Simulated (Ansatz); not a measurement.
Rh (hcp)

Level of theory: DFT, PBE, scalar-relativistic, no spin polarisation; plane waves to 420 eV with PAW datasets (Ansatz 0.2.0), 18×18×10 k-mesh, Gaussian smearing of 0.05 eV; PAW files: Ansatz's generated set soft_2.

```
Rh
1.0
     2.72582    0.00000    0.00000
    -1.36291    2.36063    0.00000
     0.00000    0.00000    4.38070
Rh
2
Direct
  0.33333 0.66667 0.75000
  0.66667 0.33333 0.25000
```

At room temperature and ambient pressure Rh is fcc.

Task: Which orbitals carry the states at the Fermi level, and how many states are there?

Result: Within 0.1 eV of it: Rh 4d 98 % (shares among the projected shells). The density of states at the Fermi level is about 3.4 states/eV per cell, averaged over 0.3 eV.

Density of states (tetrahedra, averaged over 0.5 eV; states/eV per cell of 2 atoms; energy in eV from the Fermi level):

```
E (eV)   DOS
 -7.60  0.07
 -7.10  0.13
 -6.60  0.21
 -6.10  0.68
 -5.60  2.93
 -5.10  3.30
 -4.60  3.04
 -4.10  2.91
 -3.60  2.32
 -3.10  3.89
 -2.60  3.75
 -2.10  3.73
 -1.60  2.54
 -1.10  2.23
 -0.60  2.15
 -0.10  3.17
  0.40  4.60
  0.90  0.62
  1.40  0.49
  1.90  0.52
  2.40  0.52
  2.90  0.51
  3.40  0.47
  3.90  0.45
  4.40  0.43
  4.90  0.44
  5.40  0.45
  5.90  0.42
```
